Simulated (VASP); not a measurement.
# Na8F7 (a cell with a defect) in VASP: a series of runs, part 2 of 2

VASP 6.6.1.

## (4) Single point, PBE

INCAR reads:

```
ALGO = Fast ; EDIFF = 1E-6
ENCUT = 520 ; GGA = PE
ISIF = 2 ; ISMEAR = 0
LASPH = True ; LCHARG = True
LELF = True ; LREAL = Auto
LVHAR = True ; LWAVE = False
NBANDS = 66 ; NELM = 80
PREC = Accurate ; SIGMA = 0.1
```

KPOINTS reads:

```
k-points
0
Gamma
  3 3 3
```

POSCAR reads:

```
Na8F7
1.0
    0.0000000000      4.6863547200      4.6863547200
    4.6863547200      0.0000000000      4.6863547200
    4.6863547200      4.6863547200      0.0000000000
F Na
7 8
Direct
    0.2559734744      0.2556373923      0.2297195932
    0.2559743280      0.2556299238      0.7574120424
    0.2622904311      0.7375884257      0.2494275551
    0.0906410260      0.9092485001      0.7494244909
    0.7391800679      0.2606757433      0.2494388645
    0.7442427448      0.7438934328      0.2691367972
    0.7442461590      0.7438925793      0.7414572109
   -0.0027433903      0.0025807906      0.0447327427
   -0.0027080750      0.0026154657      0.4541320765
    0.0011620973      0.5292962544     -0.0158603018
    0.0072797520      0.4735092908      0.5089771566
    0.5263560160     -0.0074136514     -0.0101070027
    0.4705775879     -0.0012989840      0.5147336564
    0.5006475481      0.4992289615      0.0106061114
    0.5006321843      0.4992208528      0.4882763121
```

Potentials or basis: VASP PAW PBE potentials, release 64 (F, Na_pv).

Run with:

```console
cat potpaw_PBE.64/F/POTCAR potpaw_PBE.64/Na_pv/POTCAR > POTCAR
mpirun -np 1 vasp_std > vasp.out
```

OUTCAR:

```text
EDIFF = 1E-6
   ENCUT = 520
   GGA = PE
   ISIF = 2
   ISMEAR = 0
   LASPH = True
   LREAL = Auto
   NELM = 80
   PREC = Accurate

 ion  position               nearest neighbor table
   1  0.256  0.256  0.230-  14 2.29  11 2.34
   2  0.256  0.256  0.757-  15 2.29  11 2.34
   3  0.262  0.738  0.249-   8 2.22   9 2.22  14 2.24  15 2.24
   4  0.091  0.909  0.749-   8 2.05   9 2.05
   5  0.739  0.261  0.249-   8 2.18   9 2.18  14 2.24  15 2.24
   6  0.744  0.744  0.269-  15 2.29  12 2.34
   7  0.744  0.744  0.741-  14 2.29  12 2.34
   8  0.997  0.003  0.045-   4 2.05   5 2.18   3 2.22   9 2.71
   9  0.997  0.003  0.454-   4 2.05   5 2.18   3 2.22   8 2.71
  10  0.001  0.529  0.984-
  11  0.007  0.474  0.509-   2 2.34   1 2.34
  12  0.526  0.993  0.990-   7 2.34   6 2.34
  13  0.471  0.999  0.515-
[... 1146 lines left out ...]
     63       9.9213      0.00000
     64      10.9133      0.00000
 [bands above 64 left out]

------------------------ aborting loop because EDIFF is reached ----------------------------------------

  FORCE on cell =-STRESS in cart. coord.  units (eV):
  Direction    XX          YY          ZZ          XY          YZ          ZX
  --------------------------------------------------------------------------------------
  -------------------------------------------------------------------------------------
  Total        5.8497896      5.8494317      1.8969934      2.0792491     -0.0002452      0.0000784
  in kB       45.5318565     45.5290704     14.7652544     16.1838421     -0.0019083      0.0006104
  external PRESSURE =      35.2753938 kB  Pullay stress =       0.0000000 kB

 VOLUME and BASIS-vectors are now :
 -----------------------------------------------------------------------------
  energy-cutoff  :      520.00
  volume of cell :      205.84
      direct lattice vectors                 reciprocal lattice vectors
     0.000000000  4.686354720  4.686354720    -0.106692735  0.106692735  0.106692735
     4.686354720  0.000000000  4.686354720     0.106692735 -0.106692735  0.106692735
     4.686354720  4.686354720  0.000000000     0.106692735  0.106692735 -0.106692735

 POSITION                                       TOTAL-FORCE (eV/Angst)
 -----------------------------------------------------------------------------------
      2.27455      2.27613      2.39759         0.054477     -0.035950     -0.013314
      4.74747      4.74909      2.39756         0.036796     -0.055081     -0.013972
      4.62551      2.39809      4.68579         0.050119     -0.049015      0.000298
      7.77313      3.93685      4.68584        -0.631715      0.632692      0.000115
      2.39058      4.63302      4.68568         0.039758     -0.037877      0.000470
      4.74742      4.74906      6.97393         0.036452     -0.055323      0.012788
      6.96088      6.96253      6.97395         0.055198     -0.035738      0.013949
      0.22173      4.88313      4.68559         0.011943     -0.123360      0.000071
      2.14048      6.80189      4.68592         0.122790     -0.012505     -0.000274
      7.09250      4.61747      2.48592         0.015985     -0.016591      0.000371
      4.60428      2.41936      2.25315         0.056542     -0.056875      0.078885
      9.29060      7.10568      7.11830         0.056593     -0.056879     -0.078953
      7.09249      4.61752      6.88556         0.016066     -0.016570     -0.000462
      2.38927      2.39592      4.68578         0.025744     -0.054267     -0.000083
      4.62776      4.63438      4.68567         0.053253     -0.026662      0.000109
 -----------------------------------------------------------------------------------
    total drift:                                0.004215      0.002410      0.000972

  FREE ENERGIE OF THE ION-ELECTRON SYSTEM (eV)
  ---------------------------------------------------
  free  energy   TOTEN  =       -59.3583877608 eV

  energy  without entropy=      -59.3487926644  energy(sigma->0) =      -59.35359021
```

OSZICAR:

```text
N       E                     dE             d eps       ncg     rms          rms(c)
DAV:   1     0.160053554718E+04    0.16005E+04   -0.51676E+04  1856   0.200E+03
DAV:   2     0.200448894664E+03   -0.14001E+04   -0.13422E+04  2016   0.596E+02
DAV:   3    -0.506137645238E+02   -0.25106E+03   -0.24654E+03  2032   0.246E+02
DAV:   4    -0.662409864507E+02   -0.15627E+02   -0.15495E+02  2112   0.622E+01
DAV:   5    -0.666520536953E+02   -0.41107E+00   -0.41043E+00  1992   0.109E+01    0.146E+01
RMM:   6    -0.594479119950E+02    0.72041E+01   -0.22899E+01  2201   0.159E+01    0.405E+00
RMM:   7    -0.594147610020E+02    0.33151E-01   -0.26798E+00  2374   0.602E+00    0.336E+00
RMM:   8    -0.593748279952E+02    0.39933E-01   -0.58944E-01  2378   0.406E+00    0.109E+00
RMM:   9    -0.593552893528E+02    0.19539E-01   -0.15147E-01  2461   0.186E+00    0.558E-01
RMM:  10    -0.593574961354E+02   -0.22068E-02   -0.86537E-02  2588   0.105E+00    0.259E-01
RMM:  11    -0.593587290745E+02   -0.12329E-02   -0.10784E-02  2334   0.602E-01    0.104E-01
RMM:  12    -0.593583957492E+02    0.33333E-03   -0.15682E-03  2547   0.248E-01    0.576E-02
RMM:  13    -0.593584041464E+02   -0.83971E-05   -0.93658E-04  2310   0.135E-01    0.302E-02
RMM:  14    -0.593583892702E+02    0.14876E-04   -0.66110E-05  2422   0.481E-02    0.183E-02
RMM:  15    -0.593583872302E+02    0.20400E-05   -0.31694E-05  2403   0.352E-02    0.607E-03
RMM:  16    -0.593583874537E+02   -0.22352E-06   -0.12501E-05  2509   0.206E-02    0.241E-03
RMM:  17    -0.593583877608E+02   -0.30709E-06   -0.23895E-06  1773   0.941E-03
   1 F= -.59358388E+02 E0= -.59353590E+02  d E =-.959510E-02
```

stdout:

```text
POSCAR found type information on POSCAR F Na
 POSCAR found :  2 types and      15 ions
 scaLAPACK will be used
 LDA part: xc-table for (Slater+PW92), standard interpolation
 POSCAR, INCAR and KPOINTS ok, starting setup
 FFT: planning ... GRIDC
 FFT: planning ... GRID_SOFT
 FFT: planning ... GRID
 WAVECAR not read
 entering main loop
```

Run time: 6.1 min. Hardware: 1 thread of Intel Xeon Platinum 8259CL at 2.50GHz (Skylake/Cascade Lake), shared host; peak memory 0.38 GiB.

Results:

```yaml
Free_energy: -59.3584 eV
Pressure: 3.5 GPa
Largest_force: 0.894 eV/Å
Band_gap_on_the_k_mesh: none (metal or under the smearing width)
```

Forces in eV/Å, atoms in the order of the input:
```
F    0.054 -0.036 -0.013
F    0.037 -0.055 -0.014
F    0.050 -0.049  0.000
F   -0.632  0.633  0.000
F    0.040 -0.038  0.000
F    0.036 -0.055  0.013
F    0.055 -0.036  0.014
Na   0.012 -0.123  0.000
Na   0.123 -0.013  0.000
Na   0.016 -0.017  0.000
Na   0.057 -0.057  0.079
Na   0.057 -0.057 -0.079
Na   0.016 -0.017  0.000
Na   0.026 -0.054  0.000
Na   0.053 -0.027  0.000
```

Caveat: the k mesh is coarse (spacing up to 0.39 Å⁻¹), so the values aren't converged; an odd number of electrons without spin polarisation forces a metal; a magnetic or distorted state may lie lower.

## (5) Single point, PBE

INCAR reads:

```
SYSTEM = Na8F7
PREC = Accurate
ENCUT = 520
EDIFF = 1E-6
ISMEAR = 0
SIGMA = 0.1
LREAL = Auto
LASPH = .TRUE.
NELM = 100
ALGO = Fast
ISIF = 2
LWAVE = .FALSE.
LCHARG = .TRUE.
GGA = PE
LELF = .TRUE.
LVHAR = .TRUE.
NBANDS = 66
```

KPOINTS reads:

```
regular mesh
0
G
  3 3 3
  0 0 0
```

POSCAR reads:

```
Na8F7
1.0
    0.0000000000      4.6863547200      4.6863547200
    4.6863547200      0.0000000000      4.6863547200
    4.6863547200      4.6863547200      0.0000000000
F Na
7 8
Direct
    0.2567644943      0.2552460433      0.2279642844
    0.2567604400      0.2552415623      0.7586631214
    0.2642076996      0.7356901485      0.2493639662
    0.0007260441      0.9992031717      0.7493531134
    0.7372026247      0.2626723911      0.2493778363
    0.7446495642      0.7431232180      0.2707663154
    0.7446550055      0.7431265254      0.7400821549
    0.0006786725     -0.0008410588      0.0526868995
    0.0007243370     -0.0008039298      0.4460627983
   -0.0020298293      0.5325912461     -0.0159683815
    0.0034405206      0.4657593440      0.5147204265
    0.5341115109     -0.0035558555     -0.0159672079
    0.4672831296      0.0019158814      0.5147217068
    0.5007094299      0.4991835104      0.0117093142
    0.5007024948      0.4991757218      0.4870375028
```

Potentials or basis: VASP PAW PBE potentials, release 64 (F, Na_pv).

Run with:

```console
cat potpaw_PBE.64/F/POTCAR potpaw_PBE.64/Na_pv/POTCAR > POTCAR
mpirun -np 1 vasp_std > vasp.out
```

OUTCAR:

```text
SYSTEM = Na8F7
   PREC = Accurate
   ENCUT = 520
   EDIFF = 1E-6
   ISMEAR = 0
   LREAL = Auto
   LASPH = .TRUE.
   NELM = 100
   ISIF = 2
   GGA = PE

 ion  position               nearest neighbor table
   1  0.257  0.255  0.228-  14 2.29  11 2.34  13 2.34
   2  0.257  0.255  0.759-  15 2.29  11 2.34  13 2.34
   3  0.264  0.736  0.249-   9 2.18   8 2.18  14 2.22  15 2.22
   4  0.001  0.999  0.749-   8 2.01   9 2.01
   5  0.737  0.263  0.249-   8 2.18   9 2.18  14 2.22  15 2.22
   6  0.745  0.743  0.271-  15 2.29  10 2.34  12 2.34
   7  0.745  0.743  0.740-  14 2.29  10 2.34  12 2.34
   8  0.001  0.999  0.053-   4 2.01   5 2.18   3 2.18   9 2.61
   9  0.001  0.999  0.446-   4 2.01   3 2.18   5 2.18   8 2.61
  10  0.998  0.533  0.984-   7 2.34   6 2.34
  11  0.003  0.466  0.515-   2 2.34   1 2.34
  12  0.534  0.996  0.984-   7 2.34   6 2.34
  13  0.467  0.002  0.515-   2 2.34   1 2.34
  14  0.501  0.499  0.012-   3 2.22   5 2.22   1 2.29   7 2.29
[... 1148 lines left out ...]

------------------------ aborting loop because EDIFF is reached ----------------------------------------

  FORCE on cell =-STRESS in cart. coord.  units (eV):
  Direction    XX          YY          ZZ          XY          YZ          ZX
  --------------------------------------------------------------------------------------
  -------------------------------------------------------------------------------------
  Total        6.8425996      6.8443590      1.7131155      3.2283112      0.0006741      0.0008357
  in kB       53.2593962     53.2730909     13.3340400     25.1275705      0.0052467      0.0065047
  external PRESSURE =      39.9555090 kB  Pullay stress =       0.0000000 kB

 VOLUME and BASIS-vectors are now :
 -----------------------------------------------------------------------------
  energy-cutoff  :      520.00
  volume of cell :      205.84
      direct lattice vectors                 reciprocal lattice vectors
     0.000000000  4.686354720  4.686354720    -0.106692735  0.106692735  0.106692735
     4.686354720  0.000000000  4.686354720     0.106692735 -0.106692735  0.106692735
     4.686354720  4.686354720  0.000000000     0.106692735  0.106692735 -0.106692735

 POSITION                                       TOTAL-FORCE (eV/Angst)
 -----------------------------------------------------------------------------------
      2.26449      2.27161      2.39946        -0.003815      0.000172     -0.005339
      4.75152      4.75863      2.39942         0.000795      0.001320     -0.006836
      4.61631      2.40678      4.68588        -0.004241      0.005276     -0.000069
      8.19435      3.51514      4.68602         0.001926      0.000088     -0.000131
      2.39965      4.62347      4.68577         0.007336     -0.007148     -0.000071
      4.75145      4.75860      6.97223         0.000715      0.000982      0.006957
      6.95084      6.95800      6.97227        -0.003425     -0.000338      0.004954
      4.92932      0.25009      4.68559         0.021817      0.021769      0.000086
      6.77300      2.09380      4.68598        -0.021158     -0.021717     -0.000030
      7.10743      9.28836      7.17275        -0.000905      0.000834      0.003165
      4.59488      2.42829      2.19884         0.000785     -0.000893     -0.002963
      9.28122      7.11456      7.17273         0.000820     -0.000939      0.003109
      2.42115      4.60202      2.19883        -0.000845      0.000797     -0.003003
      2.39422      2.40138      4.68585        -0.006466     -0.006547      0.000012
      4.62175      4.62890      4.68578         0.006660      0.006342      0.000159
 -----------------------------------------------------------------------------------
    total drift:                               -0.002646      0.001813     -0.001652

  FREE ENERGIE OF THE ION-ELECTRON SYSTEM (eV)
  ---------------------------------------------------
  free  energy   TOTEN  =       -59.0328520944 eV

  energy  without entropy=      -59.0237217059  energy(sigma->0) =      -59.02828690
```

stdout:

```text
POSCAR found type information on POSCAR F Na
 POSCAR found :  2 types and      15 ions
 scaLAPACK will be used
 LDA part: xc-table for (Slater+PW92), standard interpolation
 POSCAR, INCAR and KPOINTS ok, starting setup
 FFT: planning ... GRIDC
 FFT: planning ... GRID_SOFT
 FFT: planning ... GRID
 WAVECAR not read
 entering main loop
```

Run time: 6.4 min. Hardware: 1 thread of Intel Xeon Platinum 8259CL at 2.50GHz (Skylake/Cascade Lake), shared host; peak memory 0.38 GiB.

What came out:

```yaml
Free_energy: -59.0329 eV
Pressure: 4.0 GPa
Largest_force: 0.031 eV/Å
Band_gap_on_the_k_mesh: none (metal or under the smearing width)
```

Forces in eV/Å, atoms in the order of the input:
```
F   -0.004  0.000 -0.005
F    0.001  0.001 -0.007
F   -0.004  0.005  0.000
F    0.002  0.000  0.000
F    0.007 -0.007  0.000
F    0.001  0.001  0.007
F   -0.003  0.000  0.005
Na   0.022  0.022  0.000
Na  -0.021 -0.022  0.000
Na  -0.001  0.001  0.003
Na   0.001 -0.001 -0.003
Na   0.001 -0.001  0.003
Na  -0.001  0.001 -0.003
Na  -0.006 -0.007  0.000
Na   0.007  0.006  0.000
```

Caveat: the k mesh is coarse (spacing up to 0.39 Å⁻¹), so the values aren't converged; an odd number of electrons without spin polarisation forces a metal; a magnetic or distorted state may lie lower.

## (6) Single point, PBE

INCAR reads:

```
ALGO = Fast
EDIFF = 1E-6
ENCUT = 520
GGA = PE
ISIF = 2
ISMEAR = 0
LASPH = T
LCHARG = F
LREAL = Auto
LWAVE = F
NBANDS = 66
NELM = 100
PREC = Accurate
SIGMA = 0.1
```

KPOINTS reads:

```
k-points
0
Gamma
  3 3 3
```

POSCAR reads:

```
Na8F7
1.0
    0.0000000000      4.6863547200      4.6863547200
    4.6863547200      0.0000000000      4.6863547200
    4.6863547200      4.6863547200      0.0000000000
F Na
7 8
Direct
    0.2571706736      0.2544777490      0.2295929490
    0.2571676862      0.2544719876      0.7572856115
    0.2622310033      0.7376888235      0.2492987769
   -0.0892311882      1.0891606174      0.7492960328
    0.7391183995      0.2607756077      0.2493133938
    0.7454377034      0.7427366702      0.2690115400
    0.7454405841      0.7427352832      0.7413324871
    0.0041170592     -0.0042551196      0.0446112197
    0.0041624037     -0.0042317539      0.4540169550
   -0.0058738618      0.5248437532     -0.0102252183
    0.0002483807      0.4690667120      0.5146078656
    0.5308323097     -0.0003447242     -0.0159856657
    0.4750485469      0.0057731439      0.5088537131
    0.5007780333      0.4991347518      0.0104792537
    0.5007734455      0.4991167207      0.4881512682
```

Potentials or basis: VASP PAW PBE potentials, release 64 (F, Na_pv).

Run with:

```console
cat potpaw_PBE.64/F/POTCAR potpaw_PBE.64/Na_pv/POTCAR > POTCAR
mpirun -np 1 vasp_std > vasp.out
```

Run time: 6.6 min. Hardware: 1 thread of Intel Xeon Platinum 8259CL at 2.50GHz (Skylake/Cascade Lake), shared host; peak memory 0.38 GiB.

The run converged. Its results:

| Item | Value |
| --- | --- |
| Free energy | -59.3586 eV |
| Pressure | 3.5 GPa |
| Largest force | 0.897 eV/Å |
| Band gap on the k mesh | none (metal or under the smearing width) |

Forces on the atoms (eV/Å):
```
F   -0.039  0.056 -0.015
F   -0.055  0.037 -0.014
F   -0.039  0.040  0.000
F    0.635 -0.633 -0.001
F   -0.050  0.052  0.001
F   -0.055  0.037  0.015
F   -0.039  0.055  0.014
Na  -0.123  0.012  0.000
Na  -0.012  0.123  0.000
Na  -0.056  0.056 -0.079
Na  -0.016  0.016  0.000
Na  -0.016  0.016  0.000
Na  -0.056  0.056  0.079
Na  -0.054  0.026  0.000
Na  -0.026  0.053  0.000
```

Stress tensor (GPa, compression positive):
```
4.56 1.62 0.00
1.62 4.56 0.00
0.00 0.00 1.49
```

Levels at points of the mesh, in eV from the Fermi level:
```tsv
k point	band 49	band 50	band 51	band 52	band 53	band 54	band 55	band 56	band 57	band 58
(0.00, 0.00, 0.00)	-5.80	-5.78	-5.59	-5.51	-0.95	2.65	3.40	4.73	4.80	4.97
```

Caveat: the k mesh is coarse (spacing up to 0.39 Å⁻¹), so the values aren't converged; an odd number of electrons without spin polarisation forces a metal; a magnetic or distorted state may lie lower.

## (7) The runs side by side

```tsv
cell	gap on the mesh (eV)	pressure (GPa)	largest force (eV/Å)
P1, 13.72 Å³/atom	none	2.0	0.01
Imm2, 13.72 Å³/atom	none	3.5	0.90
Immm, 13.72 Å³/atom	none	4.0	0.03
```

Some of these runs hold the atoms at other places in the same cell, which the table doesn't show; runs alike in all that it shows share one row.

Alike in all rows: task single point; level PBE; potentials or basis VASP PAW PBE potentials, release 64 (F, Na_pv); no spin polarisation; k mesh 3 × 3 × 3; cutoff (eV) 520; smearing gaussian 0.1 eV; the mesh is coarse, so values aren't converged.

Caveats: all runs use coarse meshes; an odd number of electrons without spin polarisation forces a metal; a magnetic or distorted state may lie lower.

Total energies depend on the potentials used, so only differences within one code and one set of settings carry meaning.
